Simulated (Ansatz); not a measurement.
Two Ansatz runs on Sc

The structure comes from a relaxation in the same program, started in the diamond type. Whether it is a known phase or the ground state wasn't checked. The listed cell was then made from it by scaling, straining or moving an atom.

First run: DFT, PBE, PAW with Ansatz's default frozen-core files, scalar-relativistic (Ansatz 0.2.0).

Command: `ansatz run input.yaml --threads 1 --pin off --max-ram 2048MiB --backend cpu --events-out ev --progress --plain --runs-dir out` The run took 3 s on 1 thread of Arm Neoverse V2, on a shared host, peak memory 0.36 GiB.

```yaml
crystal:
  lattice:
    - [0.0, 3.2930674802, 3.2930674802]
    - [3.2930674802, 0.0, 3.2930674802]
    - [3.2930674802, 3.2930674802, 0.0]
  atoms:
    - { symbol: Sc, position: [0.0, 0.0, 0.0] }
    - { symbol: Sc, position: [0.25, 0.25, 0.25] }
kpoints:
  mp_grid: { grid: [10, 10, 10] }
scf:
  occupations: { method: fermi_dirac, width: 0.03 }
hamiltonian:
  xc: pbe
  pseudopotentials: { kind: paw }
output:
  forces: true
  stress: true
  eigenvalues: true
  efg: { contact_densities: true }
```

Result: converged; pressure -0.29 GPa; no gap on the k mesh; 6 SCF iterations.

The input is then changed:

```diff
@@ -8,5 +8,5 @@
     - { symbol: Sc, position: [0.25, 0.25, 0.25] }
 kpoints:
-  mp_grid: { grid: [10, 10, 10] }
+  mp_grid: { grid: [10, 10, 10], shift: [0.5, 0.5, 0.5] }
 scf:
   occupations: { method: fermi_dirac, width: 0.03 }
@@ -19,3 +19,7 @@
   eigenvalues: true
   efg: { contact_densities: true }
+  write_density: true
+  write_potential: true
+  elf: true
+  volumetric_format: npy
```

Problem. What does the second run give?

Solution. It converged; energy at zero smearing +0.5 meV/atom from the first run; pressure -0.43 GPa; largest force 0.008 eV/Å; no gap on the k mesh; 6 SCF iterations.
